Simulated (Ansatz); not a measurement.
# Ca (Fm-3m) in Ansatz: further runs

One crystal, Ca, is run at these levels: rPW86-PBE+rVV10; tasks: single point, equation of state.

All numbers are computed with Ansatz 0.2.0; they aren't measurements. Logs are shortened: lines on timing, memory, paths and dates and some standing lists are left out, and cuts for length are marked.

### 1 The crystal as given

The structure is cubic, space group Fm-3m (No. 225). The conventional cell has a = 5.588 Å, b = 5.588 Å, c = 5.588 Å, α = 90.00°, β = 90.00°, γ = 90.00°. Ca (site symmetry m-3m) is surrounded by 12 Ca at 3.95 Å.

### 2 Single point, rPW86-PBE+rVV10, collinear spin, ferromagnetic start, 41.01 Å³/atom (volume scaled by 0.94)

Input file input.yaml:

```yaml
crystal:
  lattice:
    - [0.0, 2.737159505, 2.737159505]
    - [2.737159505, 0.0, 2.737159505]
    - [2.737159505, 2.737159505, 0.0]
  atoms:
    - { symbol: Ca, spin: 0.5, position_ang: [0.0, 0.0, 0.0] }
hamiltonian:
  xc: { exchange: rpw86, correlation: pbe }
  pseudopotentials: { kind: paw }
  dispersion: rvv10
magnetization:
  spin_polarized: true
kpoints:
  mp_grid: { grid: [8, 8, 8] }
scf:
  occupations: { method: fermi_dirac, width: 0.05 }
output:
  forces: true
  stress: true
  eigenvalues: true
```

Potentials or basis: Ansatz PAW.

The run is started by

```sh
ansatz run input.yaml --threads 1 --pin off --max-ram 2560MiB --backend cpu --events-out ev --progress --plain --runs-dir out
```

The program printed:

```text
Warning: RAYON_NUM_THREADS=1 ignored (pool sized by the plan → 1); use --threads N
Engine: ansatz 0.2.0, x86_64-unknown-linux-gnu
Pseudopotentials: kind: paw
Pseudopotential: Ca, paw, valence charge 10, recommended cutoff 420 eV (normal), Ca.paw.azcp
Functional definition: unnamed
  exchange = rpw86_x
  correlation = pbe_c + rvv10(6.3, 0.0093)
Crystal: 1 atoms, lattice volume = 41.014 Å³
Basis set: ecut = 420 eV, 821 PW (Γ), exchange–correlation on 60×60×60 points (8 copies of the dense FFT grid, shifted against one another)
Bands: 10, of which v1, the nominal top of the filled ones, is band 5 counted from 1 (4 counted from 0)
Symmetry: 48 space group operations
Space group: Fm-3m (ITA 225), of the structure as read, at distance tolerance 3.4e-5 Å
Magnetic group: BNS 225.116 (UNI 1618), of the structure as read, at distance tolerance 3.4e-5 Å
k-points: 29 of 512
Non-local potential: Ca, projectors of the file, l = 0: 3, l = 1: 2, l = 2: 2
PAW form: soft (Blöchl's): semilocal exchange-correlation on the pseudo side does not see the compensation charge
rVV10 density: all electrons in the spheres
PAW frozen core: Ca, regenerated for the run's functional, and the local potential with it (the file was generated under x = pbe(κ = 0.804, μ = 0.2195149727645171), c = pbe(β = 0.06672455060314922))
PAW one-centre angular grid: Ca, 110 points (default); XC on 96 Gauss nodes
Initial density: superposition of atomic densities (chi_scale 0.1, normalization cell)
Starting moments: Σ|m| = 0.5 μB on 1 of 1 site
Initial wavefunctions: pseudopotential atomic-orbital guess
Functional: x = rpw86, c = pbe(β = 0.06672455060314922) + rvv10(b = 6.3, C = 0.0093)
iter 1 solved again at ethr=1.69e-4 eV; its pass at ethr=3.10e-3 eV (dr2=1.69e-2 eV) is discarded
SCF iter   1: F=—  HF=-1833.851411 eV  |F-HF|=—  |Δ(HF+E_count)|=         —  Δρ=1.89e-2 (↑1.62e-2 ↓1.89e-2)  dr2=1.71e-2  dr2_m=1.13e-1  M=0.113 μB ∫|m|=0.113 μB  β_m=0.30  ethr=1.69e-4  ⟨swp⟩=1.0  Hψ=5621  notcnv=0
preconditioner: auto → none  [metal: Δε(μ)=0.025 eV  Ē_g=3.908 eV  σ=0.050 eV  W_gap=0.13  n_scr=8 (ndim 8)  ℏωp=8.2 eV  f_vac=0.000  D(μ)=1.27/eV (n_scr^D=14)  sad-step TF]
SCF iter   2: F=—  HF=-1833.874456 eV  |F-HF|=—  |Δ(HF+E_count)|=   2.30e-2  Δρ=1.34e-2 (↑1.18e-2 ↓1.34e-2)  dr2=1.07e-2  dr2_m=5.78e-2  M=0.102 μB ∫|m|=0.102 μB  β_m=0.30  ethr=1.69e-4  ⟨swp⟩=2.2  Hψ=872  notcnv=0
SCF iter   3: F=—  HF=-1833.886753 eV  |F-HF|=—  |Δ(HF+E_count)|=   1.23e-2  Δρ=9.27e-3 (↑9.27e-3 ↓8.59e-3)  dr2=7.25e-4  dr2_m=2.99e-2  M=0.089 μB ∫|m|=0.089 μB  β_m=0.30  ethr=1.07e-4  ⟨swp⟩=2.6  Hψ=1081  notcnv=0
SCF iter   4: F=—  HF=-1833.892375 eV  |F-HF|=—  |Δ(HF+E_count)|=   5.62e-3  Δρ=6.41e-3 (↑6.41e-3 ↓6.38e-3)  dr2=3.75e-5  dr2_m=1.54e-2  M=0.080 μB ∫|m|=0.080 μB  β_m=0.30  ethr=7.25e-6  ⟨swp⟩=1.5  Hψ=841  notcnv=0
SCF iter   5: F=—  HF=-1833.895417 eV  |F-HF|=—  |Δ(HF+E_count)|=   3.04e-3  Δρ=4.62e-3 (↑4.57e-3 ↓4.62e-3)  dr2=6.68e-6  dr2_m=7.94e-3  M=0.073 μB ∫|m|=0.073 μB  β_m=0.30  ethr=3.75e-7  ⟨swp⟩=2.1  Hψ=882  notcnv=0
SCF iter   6: F=—  HF=-1833.897005 eV  |F-HF|=—  |Δ(HF+E_count)|=   1.59e-3  Δρ=3.31e-3 (↑3.31e-3 ↓3.31e-3)  dr2=8.03e-8  dr2_m=4.11e-3  M=0.067 μB ∫|m|=0.067 μB  β_m=0.30  ethr=1.00e-9  ⟨swp⟩=4.3  Hψ=3417  notcnv=0
SCF iter   7: F=—  HF=-1833.897843 eV  |F-HF|=—  |Δ(HF+E_count)|=   8.39e-4  Δρ=2.39e-3 (↑2.39e-3 ↓2.39e-3)  dr2=2.92e-8  dr2_m=2.14e-3  M=0.062 μB ∫|m|=0.062 μB  β_m=0.30  ethr=8.03e-10  ⟨swp⟩=6.8  Hψ=3068  notcnv=0
Mixer restart at iter 7: flushing history
spin-set hold released at iteration 7 (site moments contracting): the magnetisation degrees of freedom join the quasi-Newton model from the next iteration; the mixer history was flushed
SCF iter   8: F=—  HF=-1833.898292 eV  |F-HF|=—  |Δ(HF+E_count)|=   4.48e-4  Δρ=1.73e-3 (↑1.73e-3 ↓1.73e-3)  dr2=1.93e-8  dr2_m=1.12e-3  M=0.058 μB ∫|m|=0.058 μB  β_m=0.65  ethr=2.92e-10  ⟨swp⟩=5.9  Hψ=2842  notcnv=0
SCF iter   9: F=—  HF=-1833.898870 eV  |F-HF|=—  |Δ(HF+E_count)|=   5.78e-4  Δρ=1.28e-4 (↑1.28e-4 ↓1.28e-4)  dr2=3.99e-9  dr2_m=6.17e-6  M=0.041 μB ∫|m|=0.041 μB  β_m=0.82  ethr=1.93e-10  ⟨swp⟩=7.0  Hψ=3269  notcnv=0
SCF iter  10: F=—  HF=-1833.898920 eV  |F-HF|=—  |Δ(HF+E_count)|=   5.00e-5  Δρ=1.05e-4 (↑1.04e-4 ↓1.05e-4)  dr2=1.75e-9  dr2_m=4.12e-6  M=0.034 μB ∫|m|=0.034 μB  β_m=0.91  ethr=3.99e-11  ⟨swp⟩=6.7  Hψ=2890  notcnv=0
SCF iter  11: F=—  HF=-1833.899023 eV  |F-HF|=—  |Δ(HF+E_count)|=   1.03e-4  Δρ=3.59e-5 (↑3.59e-5 ↓3.48e-5)  dr2=2.64e-9  dr2_m=4.69e-7  M=0.012 μB ∫|m|=0.012 μB  β_m=0.96  ethr=1.75e-11  ⟨swp⟩=8.2  Hψ=3326  notcnv=0
SCF iter  12: F=—  HF=-1833.899038 eV  |F-HF|=—  |Δ(HF+E_count)|=   1.52e-5  Δρ=5.75e-6 (↑5.75e-6 ↓5.34e-6)  dr2=1.79e-9  dr2_m=1.11e-8  M=0.000 μB ∫|m|=0.000 μB  β_m=0.98  ethr=1.75e-11  ⟨swp⟩=7.7  Hψ=3250  notcnv=0
SCF iter  13: F=—  HF=-1833.899038 eV  |F-HF|=—  |Δ(HF+E_count)|=   1.68e-7  Δρ=1.85e-6 (↑1.85e-6 ↓1.71e-6)  dr2=2.20e-9  dr2_m=6.49e-10  M=-0.000 μB ∫|m|=0.000 μB  β_m=0.87  ethr=1.75e-11  ⟨swp⟩=5.1  Hψ=2504  notcnv=0
SCF iter  14: F=—  HF=-1833.899038 eV  |F-HF|=—  |Δ(HF+E_count)|=   8.02e-9  Δρ=6.57e-7 (↑5.41e-7 ↓6.57e-7)  dr2=8.87e-11  dr2_m=1.13e-10  M=-0.000 μB ∫|m|=0.000 μB  β_m=0.88  ethr=1.75e-11  ⟨swp⟩=3.1  Hψ=1343  notcnv=0
SCF iter  15: F=-1833.899038 eV  HF=-1833.899038 eV  |F-HF|=1.14e-11  |Δ(HF+E_count)|=   2.55e-9  Δρ=7.18e-8 (↑5.04e-8 ↓7.18e-8)  dr2=2.52e-13  dr2_m=1.32e-12  M=-0.000 μB ∫|m|=0.000 μB  ethr=1.00e-12  ⟨swp⟩=3.1  Hψ=1173  notcnv=0
SCF 1 converged in 15 iterations: F = -1833.899038 eV  dr2 = 2.52e-13
WARN: the starting moments were not kept: the SCF closed with an absolute magnetisation of 1.2e-5 μB, where they sum to 0.5 μB in size (1 site). That is at most 0.1 of that sum. Measured as dr2_m measures the in/out step, that magnetisation stands 1.1e-11 eV from none, at or under the dr2_threshold of 1.0e-7 eV: it is no larger than a step whose dr2_m would equal this threshold. The system may hold no moment; this SCF shows only that its start led to no more than that. To try another start: raise the starting moments (crystal.atoms[].spin, magnetization.per_species, magnetization.initial_magnetization, or on a non-collinear deck that types none of these the spinor_matrix: blocks that start its atoms; where the total moment is fixed, keep their sum and leave initial_magnetization as it is; typed ones take the place of any that the run laid by itself, positive ones on a crystal's lanthanoids without a Hubbard term where scf.initial_density.shell_occupations: [] is typed) or, if the notice of its spin-set hold's release reads "site moments contracting" or "site moments show no strong build", lengthen the hold (scf.mixing.spin_hold: { on: { confirm: 4 } }; for m-r²SCAN on two components see the key's manual first). Each may lead to a state that holds a moment. A second SCF, from the converged charge density, with the starting moments and any scf.initial_density.shell_occupations laid on it anew, would have followed, and was not run: the deck does not ask for one (magnetization.retry_lost_moments is false, the default). To let it run, set magnetization.retry_lost_moments: true and run the deck again, where that key's refused combinations let it; where memory then withholds it, that run's warning says so.
SCF converged after 15 iterations
Magnetization: -0.0000 μB (5.0000 up, 5.0000 down)
Absolute magnetization: 0.0000 μB (∫|ρ↑−ρ↓|, with the PAW one-centre terms)
Spin contamination: 0.0000 ħ² per cell (⟨S²⟩ above its minimum at these occupations)
Per-site moments (μB) at R_I (Å): [(-5.586217012904996e-6, 1.596757838919139)]
Free energy (F): -1833.899038 eV
Harris-Foulkes:  -1833.899038 eV  (|F-HF|=1.14e-11)
Internal energy: -1833.887888 eV  (E = F + TS)
E sigma→0 (E₀):  -1833.893463 eV
Entropy (-TS):   -0.011150 eV (-11.150 meV/atom)
Fermi energy:    5.044602 eV
--- Per-component energies (eV) ---
  E_band       = -173.070914
  E_kinetic    = 275.569318
  E_local      = -839.312739  (includes V_loc(G=0)·N_el)
  E_nonlocal   = 63.290382
  E_hartree    = 280.893042
  E_xc         = -135.606327
  E_vxc        = -170.078463  (∫ρ·V_xc dr)
  E_paw        = -875.691416  (= ΣΔE_a)
  E_vpaw       = -64.325498  (= ΣTr[D̂ρ^β])
  E_aug_tail   = -0.000006  (compensation charges beyond the density's cutoff)
  E_ewald      = -603.000924
  E_core_change = -0.029219  (= ΣΔE_core)
  E_smearing   = -0.011150  (= −TS)
  E_closure    = -0.000000  (closes the sum)
  Σ components = -1833.899038   (vs F -1833.899038, Δ=0.00e0)
--- Forces (eV/Å), atoms counted from 1 ---
  atom   1  Ca     0.00000000     0.00000000    -0.00000000
  max |Σ_I F_I| component: 7.19e-33 eV/Å
--- Stress (GPa, compression-positive) ---
       -0.182690      -0.000000       0.000000
       -0.000000      -0.182690       0.000000
       -0.000000       0.000000      -0.182690
  P = ⅓ Tr σ = -0.1827 GPa (-1.827 kbar)
--- Band table (eV; the first three rows and the last of 58) ---
  k-point 0 ↑: bands = ["-36.8539", "-17.7458", "-17.7458", "-17.7458", "0.9963", "7.4176", "7.4176", "7.4176", "8.5222", "8.5222"]
  k-point 1 ↑: bands = ["-36.8516", "-17.7690", "-17.7489", "-17.7489", "1.2687", "7.1379", "7.5113", "7.5113", "8.4476", "8.4476"]
  k-point 2 ↑: bands = ["-36.8461", "-17.8243", "-17.7565", "-17.7565", "2.0407", "6.4916", "7.5567", "7.5567", "8.5337", "8.5337"]
  k-point 28 ↓: bands = ["-36.8331", "-17.8475", "-17.8475", "-17.8040", "5.2560", "5.7835", "5.7835", "7.6654", "9.4291", "10.4289"]
```

Run time: 2.9 s. Hardware: 1 thread of Intel Xeon 6975P-C (Granite Rapids), shared host; peak memory 0.36 GiB.

What came out:

| Property | Result |
| --- | --- |
| Free energy | -1833.8990 eV |
| Pressure | -0.2 GPa |
| Band gap on the k mesh | none (metal or under the smearing width) |
| Net moment | 0.00 μB per cell |
| Absolute moment | 0.00 μB per cell |

Caveat: pairwise dispersion overbinds metals, which lowers pressure and volume; the PAW data sets come from PBE, with cores solved anew for the run's functional, which leaves a small shift of forces and pressure; the starting moments weren't kept.

### 3 Single point, rPW86-PBE+rVV10, collinear spin, ferromagnetic start, 41.89 Å³/atom (volume scaled by 0.96)

input.yaml, as its differences from that of step 2:

```diff
@@ -2,5 +2,5 @@
   lattice:
-    - [0.0, 2.737159505, 2.737159505]
-    - [2.737159505, 0.0, 2.737159505]
-    - [2.737159505, 2.737159505, 0.0]
+    - [0.0, 2.7564359112, 2.7564359112]
+    - [2.7564359112, 0.0, 2.7564359112]
+    - [2.7564359112, 2.7564359112, 0.0]
   atoms:
```

Potentials or basis: Ansatz PAW.

The run is started by

```sh
ansatz run input.yaml --threads 1 --pin off --max-ram 2560MiB --backend cpu --events-out ev --progress --plain --runs-dir out
```

It took 3.3 s on 1 thread of Intel Xeon 6975P-C (Granite Rapids), shared host; peak memory 0.36 GiB.

It converged, with:

```
Free energy            : -1833.8970 eV
Pressure               : -0.5 GPa
Band gap on the k mesh : none (metal or under the smearing width)
Net moment             : 0.00 μB per cell
Absolute moment        : 0.00 μB per cell
```

Caveat: pairwise dispersion overbinds metals, which lowers pressure and volume; the PAW data sets come from PBE, with cores solved anew for the run's functional, which leaves a small shift of forces and pressure; the starting moments weren't kept.

### 4 Single point, rPW86-PBE+rVV10, collinear spin, ferromagnetic start, 42.76 Å³/atom (volume scaled by 0.98)

input.yaml, as its differences from that of step 3:

```diff
@@ -2,5 +2,5 @@
   lattice:
-    - [0.0, 2.7564359112, 2.7564359112]
-    - [2.7564359112, 0.0, 2.7564359112]
-    - [2.7564359112, 2.7564359112, 0.0]
+    - [0.0, 2.7754464148, 2.7754464148]
+    - [2.7754464148, 0.0, 2.7754464148]
+    - [2.7754464148, 2.7754464148, 0.0]
   atoms:
```

The run is started by

```sh
ansatz run input.yaml --threads 1 --pin off --max-ram 2560MiB --backend cpu --events-out ev --progress --plain --runs-dir out
```

Run time: 4.8 s. Hardware: 1 thread of Intel Xeon 6975P-C (Granite Rapids), shared host; peak memory 0.36 GiB.

Results (log left out):

```
Free energy            : -1833.8932 eV
Pressure               : -0.9 GPa
Band gap on the k mesh : none (metal or under the smearing width)
Net moment             : 0.00 μB per cell
Absolute moment        : 0.00 μB per cell
```

Caveat: pairwise dispersion overbinds metals, which lowers pressure and volume; the PAW data sets come from PBE, with cores solved anew for the run's functional, which leaves a small shift of forces and pressure; the starting moments weren't kept.

### 5 Single point, rPW86-PBE+rVV10, collinear spin, ferromagnetic start, 43.63 Å³/atom

input.yaml, as its differences from that of step 4:

```diff
@@ -2,5 +2,5 @@
   lattice:
-    - [0.0, 2.7754464148, 2.7754464148]
-    - [2.7754464148, 0.0, 2.7754464148]
-    - [2.7754464148, 2.7754464148, 0.0]
+    - [0.0, 2.7942, 2.7942]
+    - [2.7942, 0.0, 2.7942]
+    - [2.7942, 2.7942, 0.0]
   atoms:
```

The run is started by

```sh
ansatz run input.yaml --threads 1 --pin off --max-ram 2560MiB --backend cpu --events-out ev --progress --plain --runs-dir out
```

It took 3.7 s on 1 thread of Intel Xeon 6975P-C (Granite Rapids), shared host; peak memory 0.36 GiB.

The run converged. Its results:

* Free energy: -1833.8876 eV
* Pressure: -1.2 GPa
* Band gap on the k mesh: none (metal or under the smearing width)
* Net moment: 0.00 μB per cell
* Absolute moment: 0.00 μB per cell

Caveat: pairwise dispersion overbinds metals, which lowers pressure and volume; the PAW data sets come from PBE, with cores solved anew for the run's functional, which leaves a small shift of forces and pressure; the starting moments weren't kept.

### 6 Single point, rPW86-PBE+rVV10, collinear spin, ferromagnetic start, 44.50 Å³/atom (volume scaled by 1.02)

input.yaml, as its differences from that of step 5:

```diff
@@ -2,5 +2,5 @@
   lattice:
-    - [0.0, 2.7942, 2.7942]
-    - [2.7942, 0.0, 2.7942]
-    - [2.7942, 2.7942, 0.0]
+    - [0.0, 2.8127051751, 2.8127051751]
+    - [2.8127051751, 0.0, 2.8127051751]
+    - [2.8127051751, 2.8127051751, 0.0]
   atoms:
@@ -21 +21,5 @@
   eigenvalues: true
+  write_density: true
+  write_potential: true
+  elf: true
+  volumetric_format: npy
```

Potentials or basis: Ansatz PAW.

The run is started by

```sh
ansatz run input.yaml --threads 1 --pin off --max-ram 2560MiB --backend cpu --events-out ev --progress --plain --runs-dir out
```

Wall time 3.4 s (1 thread of Intel Xeon 6975P-C (Granite Rapids), shared host); peak memory 0.37 GiB.

Results (log left out):

```yaml
Free_energy: -1833.8804 eV
Pressure: -1.5 GPa
Band_gap_on_the_k_mesh: none (metal or under the smearing width)
Net_moment: 0.00 μB per cell
Absolute_moment: 0.00 μB per cell
```

Caveat: pairwise dispersion overbinds metals, which lowers pressure and volume; the PAW data sets come from PBE, with cores solved anew for the run's functional, which leaves a small shift of forces and pressure; the starting moments weren't kept.

### 7 Single point, rPW86-PBE+rVV10, collinear spin, ferromagnetic start, 45.38 Å³/atom (volume scaled by 1.04)

input.yaml, as its differences from that of step 6:

```diff
@@ -2,5 +2,5 @@
   lattice:
-    - [0.0, 2.8127051751, 2.8127051751]
-    - [2.8127051751, 0.0, 2.8127051751]
-    - [2.8127051751, 2.8127051751, 0.0]
+    - [0.0, 2.8309700062, 2.8309700062]
+    - [2.8309700062, 0.0, 2.8309700062]
+    - [2.8309700062, 2.8309700062, 0.0]
   atoms:
@@ -21,5 +21 @@
   eigenvalues: true
-  write_density: true
-  write_potential: true
-  elf: true
-  volumetric_format: npy
```

The run is started by

```sh
ansatz run input.yaml --threads 1 --pin off --max-ram 2560MiB --backend cpu --events-out ev --progress --plain --runs-dir out
```

Wall time 3 s (1 thread of Intel Xeon 6975P-C (Granite Rapids), shared host); peak memory 0.37 GiB.

It converged, with:

```
Free energy            : -1833.8718 eV
Pressure               : -1.7 GPa
Band gap on the k mesh : none (metal or under the smearing width)
Net moment             : 0.00 μB per cell
Absolute moment        : 0.00 μB per cell
```

Caveat: pairwise dispersion overbinds metals, which lowers pressure and volume; the PAW data sets come from PBE, with cores solved anew for the run's functional, which leaves a small shift of forces and pressure; the starting moments weren't kept.

### 8 Single point, rPW86-PBE+rVV10, collinear spin, ferromagnetic start, 46.25 Å³/atom (volume scaled by 1.06)

input.yaml, as its differences from that of step 7:

```diff
@@ -2,5 +2,5 @@
   lattice:
-    - [0.0, 2.8309700062, 2.8309700062]
-    - [2.8309700062, 0.0, 2.8309700062]
-    - [2.8309700062, 2.8309700062, 0.0]
+    - [0.0, 2.8490021484, 2.8490021484]
+    - [2.8490021484, 0.0, 2.8490021484]
+    - [2.8490021484, 2.8490021484, 0.0]
   atoms:
```

The run is started by

```sh
ansatz run input.yaml --threads 1 --pin off --max-ram 2560MiB --backend cpu --events-out ev --progress --plain --runs-dir out
```

Run time: 3.4 s. Hardware: 1 thread of Intel Xeon 6975P-C (Granite Rapids), shared host; peak memory 0.35 GiB.

It converged, with:

```
Free energy            : -1833.8619 eV
Pressure               : -1.9 GPa
Band gap on the k mesh : none (metal or under the smearing width)
Net moment             : 0.00 μB per cell
Absolute moment        : 0.00 μB per cell
```

Caveat: pairwise dispersion overbinds metals, which lowers pressure and volume; the PAW data sets come from PBE, with cores solved anew for the run's functional, which leaves a small shift of forces and pressure; the starting moments weren't kept.

### 9 Equation of state, rPW86-PBE+rVV10, collinear spin, ferromagnetic start

Potentials or basis: Ansatz PAW.

No new run: the results of the series are fitted here.

Results:

- Equilibrium volume: 40.60 Å³/atom (rough: see the caveat)
- Bulk modulus: 18.4 GPa (rough)

Energy against volume, from the lowest point:
| volume (Å³/atom) | energy (meV/atom) |
| --- | --- |
| 41.014 | 0.00 |
| 41.886 | 2.00 |
| 42.759 | 5.89 |
| 43.632 | 11.47 |
| 44.504 | 18.65 |
| 45.377 | 27.24 |
| 46.250 | 37.13 |

Caveat: the potentials were made for another functional, which shifts forces and pressure; the minimum lies outside the volumes run.
